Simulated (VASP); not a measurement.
# GaSb (F-43m) in VASP: a series of runs, part 2 of 3

VASP 6.6.1. Earlier steps stand in the parts before.

### Step 3. Single point, r2SCAN+D4 (volume scaled by 1.02)

The input, POSCAR:

```
GaSb
1.0
    0.0000000000      3.0724980416      3.0724980416
    3.0724980416      0.0000000000      3.0724980416
    3.0724980416      3.0724980416      0.0000000000
Ga Sb
1 1
Direct
    0.0000000000      0.0000000000      0.0000000000
    0.7500000000      0.7500000000      0.7500000000
```

The input, INCAR.step1:

```
SYSTEM = GaSb
ALGO     = Normal         ! electronic algorithm
EDIFF    = 1E-4           ! SCF threshold, eV
ENCUT    = 520            ! plane-wave cutoff, eV
GGA      = PE             ! functional
ISMEAR   = 0              ! smearing method
LASPH    = .TRUE.         ! aspherical terms in the spheres
LCHARG   = .FALSE.        ! write CHGCAR
LREAL    = .FALSE.        ! projectors in reciprocal space
LWAVE    = .TRUE.         ! write WAVECAR
NBANDS   = 16             ! bands
NELM     = 100            ! most SCF steps
PREC     = Accurate       ! precision mode
SIGMA    = 0.05           ! smearing width, eV
```

The input, INCAR.step2:

```
SYSTEM = GaSb
ALGO     = Normal         ! electronic algorithm
EDIFF    = 1E-7           ! SCF threshold, eV
ENCUT    = 520            ! plane-wave cutoff, eV
ISIF     = 2              ! what is computed and relaxed
ISMEAR   = 0              ! smearing method
ISTART   = 1            
IVDW     = 13             ! dispersion correction
LASPH    = .TRUE.         ! aspherical terms in the spheres
LCHARG   = .FALSE.        ! write CHGCAR
LMIXTAU  = .TRUE.       
LREAL    = .FALSE.        ! projectors in reciprocal space
LWAVE    = .FALSE.        ! write WAVECAR
METAGGA  = R2SCAN         ! meta-GGA
NBANDS   = 16             ! bands
NELM     = 100            ! most SCF steps
PREC     = Accurate       ! precision mode
SIGMA    = 0.05           ! smearing width, eV
VDW_A1   = 0.51559235   
VDW_A2   = 5.77342911   
VDW_S6   = 1.0          
VDW_S8   = 0.6018749
```

The input, KPOINTS:

```
k-points
0
G
  6 6 6
  0 0 0
```

Potentials or basis: VASP PAW PBE potentials, release 64 (Ga_d, Sb).

Started as:

```sh
> cat potpaw_PBE.64/Ga_d/POTCAR potpaw_PBE.64/Sb/POTCAR > POTCAR
> cp INCAR.step1 INCAR
> mpirun -np 1 vasp_std > vasp.out
> cp INCAR.step2 INCAR
> mpirun -np 1 vasp_std > vasp.out
```

OUTCAR:

```text
SYSTEM = GaSb
   EDIFF = 1E-7
   ENCUT = 520
   ISIF = 2
   ISMEAR = 0
   ISTART = 1
   IVDW = 13
   LASPH = .TRUE.
   LREAL = .FALSE.
   METAGGA = R2SCAN
   NELM = 100
   PREC = Accurate

 ion  position               nearest neighbor table
   1  0.000  0.000  0.000-   2 2.66   2 2.66   2 2.66   2 2.66
   2  0.750  0.750  0.750-   1 2.66   1 2.66   1 2.66   1 2.66

  LATTYP: Found a face centered cubic cell.
 ALAT       =     6.1449960832

  Lattice vectors:

[... 480 lines left out ...]
------------------------ aborting loop because EDIFF is reached ----------------------------------------

  DFT-D4 for vdW energy calculation

  Edisp (eV):   -0.28055

  FORCE on cell =-STRESS in cart. coord.  units (eV):
  Direction    XX          YY          ZZ          XY          YZ          ZX
  --------------------------------------------------------------------------------------
  -------------------------------------------------------------------------------------
  Total      -0.34552    -0.34552    -0.34552     0.00000     0.00000    -0.00000
  in kB      -9.54291    -9.54291    -9.54291     0.00000     0.00000    -0.00000
  external pressure =       -9.54 kB  Pullay stress =        0.00 kB

 VOLUME and BASIS-vectors are now :
 -----------------------------------------------------------------------------
  energy-cutoff  :      520.00
  volume of cell :       58.01
      direct lattice vectors                 reciprocal lattice vectors
     0.000000000  3.072498042  3.072498042    -0.162734034  0.162734034  0.162734034
     3.072498042  0.000000000  3.072498042     0.162734034 -0.162734034  0.162734034
     3.072498042  3.072498042  0.000000000     0.162734034  0.162734034 -0.162734034

 POSITION                                       TOTAL-FORCE (eV/Angst)
 -----------------------------------------------------------------------------------
      0.00000      0.00000      0.00000        -0.000000      0.000000     -0.000000
      4.60875      4.60875      4.60875         0.000000     -0.000000      0.000000
 -----------------------------------------------------------------------------------
    total drift:                                0.000002      0.000002      0.000002

  FREE ENERGIE OF THE ION-ELECTRON SYSTEM (eV)
  ---------------------------------------------------
  free  energy   TOTEN  =       -37.8593441013 eV

  energy  without entropy=      -37.8593440990  energy(sigma->0) =      -37.85934410
```

OUTCAR.step1:

```text
SYSTEM = GaSb
   EDIFF = 1E-4
   ENCUT = 520
   GGA = PE
   ISMEAR = 0
   LASPH = .TRUE.
   LREAL = .FALSE.
[... 513 lines left out ...]
      0.00000      0.00000      0.00000         0.000000     -0.000000     -0.000000
      4.60875      4.60875      4.60875        -0.000000      0.000000      0.000000
 -----------------------------------------------------------------------------------
    total drift:                               -0.000002     -0.000002     -0.000002

  FREE ENERGIE OF THE ION-ELECTRON SYSTEM (eV)
  ---------------------------------------------------
  free  energy   TOTEN  =        -7.3313859776 eV

  energy  without entropy=       -7.3310173165  energy(sigma->0) =       -7.33120165
```

OSZICAR.step1:

```text
N       E                     dE             d eps       ncg     rms          rms(c)
DAV:   1     0.839960893674E+02    0.83996E+02   -0.88292E+03   520   0.135E+03
DAV:   2    -0.100136781851E+01   -0.84997E+02   -0.81739E+02   584   0.299E+02
DAV:   3    -0.727993195418E+01   -0.62786E+01   -0.62605E+01   624   0.652E+01
DAV:   4    -0.738327595617E+01   -0.10334E+00   -0.10333E+00   608   0.927E+00
DAV:   5    -0.738580864028E+01   -0.25327E-02   -0.25326E-02   648   0.132E+00    0.315E+00
DAV:   6    -0.734241954077E+01    0.43389E-01   -0.63656E-02   728   0.389E+00    0.188E+00
DAV:   7    -0.732976750710E+01    0.12652E-01   -0.39061E-02   600   0.154E+00    0.358E-01
DAV:   8    -0.733083542405E+01   -0.10679E-02   -0.43966E-03   672   0.737E-01    0.829E-02
DAV:   9    -0.733133423002E+01   -0.49881E-03   -0.65680E-04   592   0.196E-01    0.308E-02
DAV:  10    -0.733138597756E+01   -0.51748E-04   -0.50504E-05   520   0.436E-02
   1 F= -.73313860E+01 E0= -.73312016E+01  d E =-.368661E-03
```

Run time: 23 s. Hardware: 1 thread of Intel Xeon 6975P-C (Granite Rapids), shared host; peak memory 0.19 GiB.

Results:

```
Free energy                : -37.8593 eV
Pressure                   : -1.0 GPa
Band gap on the k mesh     : 0.35 eV, direct
Dispersion energy per atom : -0.140 eV
```

Caveat: the PAW data sets were made with another functional, which shifts forces and pressure a little; spin-orbit coupling is left out, which moves the levels of the heavy elements.

### Step 4. Single point, r2SCAN (volume scaled by 1.02)

The input, POSCAR:

```
GaSb
1.0
    0.0000000000      3.0859973638      3.0859973638
    3.0859973638      0.0000000000      3.0859973638
    3.0859973638      3.0859973638      0.0000000000
Ga Sb
1 1
Direct
    0.0000000000      0.0000000000      0.0000000000
    0.7500000000      0.7500000000      0.7500000000
```

The input, INCAR.step1:

```
PREC     = Accurate       # precision mode
ENCUT    = 520            # plane-wave cutoff, eV
ISMEAR   = 0              # smearing method
SIGMA    = 0.05           # smearing width, eV
LREAL    = F              # projectors in reciprocal space
LASPH    = T              # aspherical terms in the spheres
NELM     = 60             # most SCF steps
NBANDS   = 16             # bands
GGA      = PE             # functional
ALGO     = Normal         # electronic algorithm
EDIFF    = 1E-4           # SCF threshold, eV
LWAVE    = T              # write WAVECAR
LCHARG   = F              # write CHGCAR
```

The input, INCAR.step2:

```
PREC     = Accurate       # precision mode
ENCUT    = 520            # plane-wave cutoff, eV
EDIFF    = 1E-6           # SCF threshold, eV
ISMEAR   = 0              # smearing method
SIGMA    = 0.05           # smearing width, eV
LREAL    = F              # projectors in reciprocal space
LASPH    = T              # aspherical terms in the spheres
NELM     = 60             # most SCF steps
ALGO     = Normal         # electronic algorithm
ISIF     = 2              # what is computed and relaxed
LWAVE    = F              # write WAVECAR
LCHARG   = F              # write CHGCAR
METAGGA  = R2SCAN         # meta-GGA
LMIXTAU  = T            
NBANDS   = 16             # bands
ISTART   = 1
```

The input, KPOINTS:

```
Automatic mesh
0
Gamma
  6 6 6
```

Potentials or basis: VASP PAW PBE potentials, release 64 (Ga_d, Sb).

Started as:

```sh
> cat potpaw_PBE.64/Ga_d/POTCAR potpaw_PBE.64/Sb/POTCAR > POTCAR
> cp INCAR.step1 INCAR
> mpirun -np 1 vasp_std > vasp.out
> cp INCAR.step2 INCAR
> mpirun -np 1 vasp_std > vasp.out
```

OUTCAR:

```text
PREC = Accurate
   ENCUT = 520
   EDIFF = 1E-6
   ISMEAR = 0
   LREAL = F
   LASPH = T
   NELM = 60
   ISIF = 2
   METAGGA = R2SCAN
   ISTART = 1

 ion  position               nearest neighbor table
   1  0.000  0.000  0.000-   2 2.67   2 2.67   2 2.67   2 2.67
   2  0.750  0.750  0.750-   1 2.67   1 2.67   1 2.67   1 2.67

  LATTYP: Found a face centered cubic cell.
 ALAT       =     6.1719947276

  Lattice vectors:

 A1 = (   0.0000000000,   3.0859973638,   3.0859973638)
 A2 = (   3.0859973638,   0.0000000000,   3.0859973638)
 A3 = (   3.0859973638,   3.0859973638,   0.0000000000)

Analysis of symmetry for initial positions (statically):
=====================================================================
 Subroutine PRICEL returns:
 Original cell was already a primitive cell.

 Routine SETGRP: Setting up the symmetry group for a
 face centered cubic supercell.

 Subroutine GETGRP returns: Found 24 space group operations
 (whereof 24 operations were pure point group operations)
 out of a pool of 48 trial point group operations.

The static configuration has the point symmetry T_d .

Analysis of symmetry for dynamics (positions and initial velocities):
=====================================================================
 Subroutine PRICEL returns:
 Original cell was already a primitive cell.

 Routine SETGRP: Setting up the symmetry group for a
 face centered cubic supercell.

 Subroutine GETGRP returns: Found 24 space group operations
 (whereof 24 operations were pure point group operations)
 out of a pool of 48 trial point group operations.

The dynamic configuration has the point symmetry T_d .

 Subroutine INISYM returns: Found 24 space group operations
 (whereof 24 operations are pure point group operations),
 and found     1 'primitive' translations

----------------------------------------------------------------------------------------

                                     Primitive cell

  volume of cell :      58.7782

  direct lattice vectors                    reciprocal lattice vectors
     0.000000000  3.085997364  3.085997364    -0.162022173  0.162022173  0.162022173
     3.085997364  0.000000000  3.085997364     0.162022173 -0.162022173  0.162022173
     3.085997364  3.085997364  0.000000000     0.162022173  0.162022173 -0.162022173

  length of vectors
     4.364259325  4.364259325  4.364259325     0.280630636  0.280630636  0.280630636

  position of ions in fractional coordinates (direct lattice)
     0.000000000  0.000000000  0.000000000
     0.750000000  0.750000000  0.750000000

  ion indices of the primitive-cell ions
   primitive index   ion index
                 1           1
                 2           2

----------------------------------------------------------------------------------------

 KPOINTS: Automatic mesh

Automatic generation of k-mesh.
 Grid dimensions read from file:
 generate k-points for:    6    6    6

 Generating k-lattice:

  Cartesian coordinates                     Fractional coordinates (reciprocal lattice)
    -0.027003696  0.027003696  0.027003696     0.166666667  0.000000000  0.000000000
     0.027003696 -0.027003696  0.027003696     0.000000000  0.166666667  0.000000000
     0.027003696  0.027003696 -0.027003696     0.000000000  0.000000000  0.166666667

  Length of vectors
     0.046771773  0.046771773  0.046771773

  Shift w.r.t. Gamma in fractional coordinates (k-lattice)
     0.000000000  0.000000000  0.000000000

 Subroutine IBZKPT returns following result:
 ===========================================

 Found     16 irreducible k-points:

 Following reciprocal coordinates:
            Coordinates               Weight
  0.000000  0.000000  0.000000      1.000000
  0.166667  0.000000  0.000000      8.000000
  0.333333  0.000000  0.000000      8.000000
  0.500000  0.000000  0.000000      4.000000
  0.166667  0.166667  0.000000      6.000000
  0.333333  0.166667  0.000000     24.000000
[... 8 lines left out ...]
 -0.333333  0.333333  0.166667     24.000000
 -0.333333  0.500000  0.166667     12.000000
   k-points           NKPTS =     16   k-points in BZ     NKDIM =     16   number of bands    NBANDS=     16
   number of dos      NEDOS =    301   number of ions     NIONS =      2
   total plane-waves  NPLWV =  32768
   dimension x,y,z NGX =    32 NGY =   32 NGZ =   32
   dimension x,y,z NGXF=    64 NGYF=   64 NGZF=   64
   ions per type =               1   1
   NGX,Y,Z   is equivalent  to a cutoff of  12.19, 12.19, 12.19 a.u.
   NGXF,Y,Z  is equivalent  to a cutoff of  24.38, 24.38, 24.38 a.u.
 SYSTEM =  unknown system
   PREC   = accura    normal or accurate (medium, high low for compatibility)
   ISTART =      1    job   : 0-new  1-cont  2-samecut
   ICHARG =      0    charge: 1-file 2-atom 10-const
   ISPIN  =      1    spin polarized calculation?
   LNONCOLLINEAR =      F non collinear calculations
   LSORBIT =      F    spin-orbit coupling
   LASPH  =      T    aspherical Exc in radial PAW
   ENCUT  =  520.0 eV  38.22 Ry    6.18 a.u.   8.11  8.11  8.11*2*pi/ulx,y,z
   NELM   =     60;   NELMIN=  2; NELMDL=  0     # of ELM steps
   EDIFF  = 0.1E-05   stopping-criterion for ELM
   LREAL  =      F    real-space projection
   EDIFFG = 0.1E-04   stopping-criterion for IOM
   NSW    =      0    number of steps for IOM
   IBRION =     -1    ionic relax: 0-MD 1-quasi-New 2-CG
   NFREE  =      0    steps in history (QN), initial steepest desc. (CG)
   ISIF   =      2    stress and relaxation
   ISYM   =      2    0-nonsym 1-usesym 2-fastsym
   POTIM  = 0.5000    time-step for ionic-motion
   TEBEG  =    0.0;   TEEND  =   0.0 temperature during run
   PSTRESS=    0.0 pullay stress
   NELECT =      18.0000    total number of electrons
   NUPDOWN=      -1.0000    fix difference up-down
   EMIN   =  10.00;   EMAX   =-10.00  energy-range for DOS
   EFERMI =   0.00;   METHOD = LEGACY
   ISMEAR =     0;   SIGMA  =   0.05  broadening in eV -4-tet -1-fermi 0-gaus
   EFERMI_NEDOS =   21; number of points for ismear=-14 and -15
   IALGO  =     38    algorithm
   IMIX   =      4    mixing-type and parameters
     AMIX     =   0.40;   BMIX     =  1.00
     AMIX_MAG =   1.60;   BMIX_MAG =  1.00
  volume/ion in A,a.u.               =      29.39       198.33
  Fermi-wavevector in a.u.,A,eV,Ry     =   1.103469  2.085254 16.567049  1.217644
  Thomas-Fermi vector in A             =   2.239927
   LORBIT       =      0    0 simple, 1 ext, 2 COOP (PROOUT), +10 PAW based schemes
   METAGGA = R2SCAN    functional components
   LHFCALC =     F    Hartree Fock is set to
   AEXX    =    0.0000 exact exchange contribution
   IVDW    =     0    specifies the selected vdW correction
   LEPSILON=     F    determine dielectric tensor
   LRPA    =     F    only Hartree local field effects (RPA)
 non-spin polarized calculation
 Gauss-broadening in eV      SIGMA  =   0.05
  energy-cutoff  :      520.00
  volume of cell :       58.78
 maximum number of plane-waves:      1596
   NGX = 17   NGY = 17   NGZ = 17

 number of electron      18.0000003 magnetization

 Free energy of the ion-electron system (eV)
  ---------------------------------------------------
  ext. energy  EPLUGINS =         0.00000000
  ---------------------------------------------------
  free energy    TOTEN  =       -37.57589380 eV

  energy without entropy =      -37.57589295  energy(sigma->0) =      -37.57589337

 E-fermi :   4.5524     XC(G=0):  -9.5962

 val. band max:        4.4221830279   @ k =   0.0000   0.0000   0.0000
 cond. band min:       4.6724017146   @ k =   0.0000   0.0000   0.0000
 fundamental gap:      0.2502186867
 Fermi energy:         4.5524138989

 k-point     1 :       0.0000    0.0000    0.0000
  band No.  band energies     occupation
      1     -11.0361      2.00000
      2     -11.0361      2.00000
      3     -11.0361      2.00000
      4     -10.9832      2.00000
      5     -10.9832      2.00000
      6      -7.3211      2.00000
[... 8 lines left out ...]
     15      13.3917      0.00000
     16      13.3917      0.00000
[... 267 lines left out ...]
 k-point    16 :      -0.3333    0.5000    0.1667
  band No.  band energies     occupation
      1     -11.0753      2.00000
      2     -11.0172      2.00000
      3     -11.0128      2.00000
      4     -10.9907      2.00000
      5     -10.9812      2.00000
      6      -4.7862      2.00000
[... 8 lines left out ...]
     15      14.8533      0.00000
     16      16.2752      0.00000

------------------------ aborting loop because EDIFF is reached ----------------------------------------

  FORCE on cell =-STRESS in cart. coord.  units (eV):
  Direction    XX          YY          ZZ          XY          YZ          ZX
  --------------------------------------------------------------------------------------
  -------------------------------------------------------------------------------------
  Total       -0.3418493     -0.3418493     -0.3418493     -0.0000000      0.0000000      0.0000000
  in kB       -9.3181258     -9.3181258     -9.3181258     -0.0000000      0.0000000      0.0000000
  external PRESSURE =      -9.3181258 kB  Pullay stress =       0.0000000 kB

 VOLUME and BASIS-vectors are now :
 -----------------------------------------------------------------------------
  energy-cutoff  :      520.00
  volume of cell :       58.78
      direct lattice vectors                 reciprocal lattice vectors
     0.000000000  3.085997364  3.085997364    -0.162022173  0.162022173  0.162022173
     3.085997364  0.000000000  3.085997364     0.162022173 -0.162022173  0.162022173
     3.085997364  3.085997364  0.000000000     0.162022173  0.162022173 -0.162022173

 POSITION                                       TOTAL-FORCE (eV/Angst)
 -----------------------------------------------------------------------------------
      0.00000      0.00000      0.00000        -0.000000     -0.000000     -0.000000
      4.62900      4.62900      4.62900         0.000000      0.000000      0.000000
 -----------------------------------------------------------------------------------
    total drift:                                0.000003      0.000003      0.000003

  FREE ENERGIE OF THE ION-ELECTRON SYSTEM (eV)
  ---------------------------------------------------
  free  energy   TOTEN  =       -37.5758938020 eV

  energy  without entropy=      -37.5758929471  energy(sigma->0) =      -37.57589337
```

Wall time 18 s (1 thread of Intel Xeon 6975P-C (Granite Rapids), shared host); peak memory 0.18 GiB.

What came out:

- Free energy: -37.5759 eV
- Pressure: -0.9 GPa
- Band gap on the k mesh: 0.25 eV, direct

Caveat: the PAW data sets were made with another functional, which shifts forces and pressure a little; spin-orbit coupling is left out, which moves the levels of the heavy elements. A k mesh can miss the band edges.

(Continued in part 3 of 3.)
